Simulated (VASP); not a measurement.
# BeTe: relaxation of the atoms with PBE

The system is BeTe.

```
CELL_PARAMETERS angstrom
0.00000 2.78324 2.78324
2.78324 0.00000 2.78324
2.78324 2.78324 0.00000
ATOMIC_POSITIONS crystal
Be 0.00000 0.00000 0.00000
Te 0.25000 0.25000 0.25000
```

The cell isn't the ideal one: a relaxed cell with its volume scaled by 0.94.

```json
{
 "Program": "VASP 6.6.1",
 "Task": "relaxation of the atoms",
 "Functional": "PBE",
 "Potentials or basis": "VASP PAW PBE potentials, release 64 (Be, Te)",
 "Cutoff": "300 eV",
 "k mesh": "4 × 4 × 4",
 "Occupations": "gaussian, width 0.03 eV",
 "Spin": "no spin polarisation",
 "Further INCAR settings": "ALGO = Fast; EDIFF = 1e-07; IBRION = 2; EDIFFG = -0.01; NSW = 40"
}
```

The pressure after relaxing is 3.9 GPa and the band gap on the k mesh is 1.88 eV, indirect (least direct gap 3.57 eV).

Final structure:
```cif
data_structure
_symmetry_space_group_name_H-M 'P 1'
_symmetry_Int_Tables_number 1
_cell_length_a 3.9361
_cell_length_b 3.9361
_cell_length_c 3.9361
_cell_angle_alpha 60.000
_cell_angle_beta 60.000
_cell_angle_gamma 60.000
_cell_volume 43.12
loop_
_atom_site_label
_atom_site_type_symbol
_atom_site_fract_x
_atom_site_fract_y
_atom_site_fract_z
_atom_site_occupancy
Be1 Be 0.00000 0.00000 0.00000 1
Te1 Te 0.25000 0.25000 0.25000 1
```

Levels at points of the mesh, in eV from the valence-band top:
```csv
k point,band 1,band 2,band 3,band 4,band 5,band 6,band 7,band 8
"(0.00, 0.00, 0.00)",-12.53,0.00,0.00,0.00,3.57,3.57,3.57,4.08
"(0.50, 0.00, 0.00)",-11.10,-5.78,-1.20,-1.20,3.16,4.56,4.56,7.80
"(0.50, 0.50, 0.00)",-10.57,-5.31,-2.78,-2.78,1.88,2.61,9.92,9.92
```

Run time: 3.1 s on 1 thread of AMD EPYC 7R13 Processor (Zen 3), with other jobs on the host, peak memory 0.1 GiB.

Caveat: the k mesh is coarse (spacing up to 0.49 Å⁻¹), so the values aren't converged; the cutoff is under 1.25 times the usual one of these potentials, so pressure, stress and relaxed cells hold a basis-set (Pulay) error; the relaxation stopped at its first step, so nothing moved; spin-orbit coupling is left out, which moves the levels of the heavy elements. A k mesh can miss the band edges.
